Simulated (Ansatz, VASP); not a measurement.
This is a calculation of GaSb3 for Ansatz 0.2.0.

input.yaml

```yaml
crystal:
  lattice:
    - [0.0, 3.7796874061, 3.7796874061]
    - [3.7796874061, 0.0, 3.7796874061]
    - [3.7796874061, 3.7796874061, 0.0]
  atoms:
    - { symbol: Sb, position: [0.5, 0.5, 0.5] }
    - { symbol: Sb, position: [0.75, 0.75, 0.75] }
    - { symbol: Sb, position: [0.25, 0.25, 0.25] }
    - { symbol: Ga, position: [0.0, 0.0, 0.0] }
kpoints:
  mp_grid: { grid: [6, 6, 6] }
scf:
  occupations: { method: fermi_dirac, width: 0.05 }
hamiltonian:
  xc: pbesol
  pseudopotentials: { kind: all_electron, lapw: { basis_error: 0.001 } }
output:
  forces: true
  stress: true
  eigenvalues: true
```

Potentials or basis: all-electron LAPW, scalar-relativistic.

The run is started by

```sh
$ ansatz run input.yaml --threads 2 --pin off --max-ram 8192MiB --backend cpu --events-out ev --progress --plain --runs-dir out
```

Problem. Translate it to VASP 6.6.1. Potentials there: VASP PAW PBE potentials, release 64 (Sb, Ga_d).

Solution. As run (the cutoff follows the program's own potentials):

The input INCAR:

```
SYSTEM = GaSb3
PREC     = Accurate       ! precision mode
ENCUT    = 520            ! plane-wave cutoff, eV
EDIFF    = 1E-6           ! SCF threshold, eV
ISMEAR   = -1             ! smearing method
SIGMA    = 0.05           ! smearing width, eV
LREAL    = .False.        ! projectors in reciprocal space
LASPH    = .True.         ! aspherical terms in the spheres
NELM     = 60             ! most SCF steps
ALGO     = Normal         ! electronic algorithm
ISIF     = 2              ! what is computed and relaxed
LWAVE    = .False.        ! write WAVECAR
LCHARG   = .True.         ! write CHGCAR
GGA      = PS             ! functional
LELF     = .True.         ! ELF
LVHAR    = .True.       
NBANDS   = 22             ! bands
```

KPOINTS

```
Automatic mesh
0
Gamma
  6 6 6
  0 0 0
```

File POSCAR:

```
GaSb3
1.0
    0.0000000000      3.7796874061      3.7796874061
    3.7796874061      0.0000000000      3.7796874061
    3.7796874061      3.7796874061      0.0000000000
Sb Ga
3 1
Direct
    0.5000000000      0.5000000000      0.5000000000
    0.7500000000      0.7500000000      0.7500000000
    0.2500000000      0.2500000000      0.2500000000
    0.0000000000      0.0000000000      0.0000000000
```

Potentials or basis: VASP PAW PBE potentials, release 64 (Sb, Ga_d).

Command:

```sh
$ cat potpaw_PBE.64/Sb/POTCAR potpaw_PBE.64/Ga_d/POTCAR > POTCAR
$ mpirun -np 1 vasp_std > vasp.out
```

Both were run:

|  | VASP | Ansatz | Ansatz less VASP |
| --- | --- | --- | --- |
| gap on the k mesh at the Fermi level (eV) | none | none | - |
| pressure (GPa) | -5.0 | -5.0 | +0.04 |

A gap of «none» marks a metal or a gap that the smearing closes. Ansatz ran all-electron here, so the differences hold the error of VASP's frozen core and of both bases.

Caveats: the PAW data sets were made with another functional, which shifts forces and pressure a little (VASP). Spin-orbit coupling is left out, which matters for the levels of Sb.
